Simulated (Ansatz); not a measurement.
GeO2 (alpha-quartz type, space group P3_121)

```yaml
crystal:
  lattice:
    - [4.98872, 0.00000, 0.00000]
    - [-2.49436, 4.32036, 0.00000]
    - [0.00000, 0.00000, 5.67527]
  atoms:
    - { symbol: Ge, position: [0.45108, 0.00000, 0.33333] }
    - { symbol: Ge, position: [0.00000, 0.45108, 0.66667] }
    - { symbol: Ge, position: [0.54892, 0.54892, 0.00000] }
    - { symbol: O, position: [0.39622, 0.30313, 0.24343] }
    - { symbol: O, position: [0.69687, 0.09309, 0.57676] }
    - { symbol: O, position: [0.90691, 0.60378, 0.91010] }
    - { symbol: O, position: [0.09309, 0.69687, 0.42324] }
    - { symbol: O, position: [0.30313, 0.39622, 0.75657] }
    - { symbol: O, position: [0.60378, 0.90691, 0.08990] }
```

This relaxed cell (volume V₀) is scaled evenly in all directions, its shape held. The atoms relax within the cell's symmetry.

Level of theory: r2SCAN (plane waves to 500 eV, PAW, scalar-relativistic; Ansatz, a quantum-chemistry and plane-wave program). k mesh 8×8×6 (Γ-centred), Fermi-Dirac smearing 0.05 eV. The energy includes the smearing's −TS. Compression counts positive. With the shape held, the modulus is that of even scaling; a crystal free to change shape is softer. GeO2 was relaxed with its symmetry unable to fall. ΔE is measured from the relaxed starting cell.

```
V (Å³/atom)  ΔE (meV/atom)
-----------  -------------
11.416                62.0
11.779                40.9
12.141                24.9
12.504                13.3
12.866                 5.6
13.229                 1.3
13.591                 0.0
13.954                 1.3
14.316                 4.8
14.678            withheld
15.041                17.6
15.403                26.4
15.766                36.7
```

**Question.** Fit a third-order Birch-Murnaghan form (E₀, V₀, B₀, B₀′ free) to the given rows and predict ΔE at V = 14.678.

**Answer.** Least squares on the 12 given rows: ΔE = E₀ + (9V₀B₀/16)·y²·[2 + (B₀′ − 4)y], y = (V₀/V)^(2/3) − 1, with V₀ = 13.588 Å³/atom, B₀ = 43.04 GPa (160.2 GPa = 1 eV/Å³; the term in eV is multiplied by 1000), B₀′ = 3.93, E₀ = -0.01 meV/atom; root-mean-square residual 0.03 meV/atom. At 14.678 the fit gives 10.3 meV/atom; the calculation gives 10.3 meV/atom, the same to the digits shown. For the pressure the fit gives -2.9 GPa against the computed -2.8 GPa.

(Under strain, the slope of the energy per volume gives the stress and its curvature an elastic modulus.)
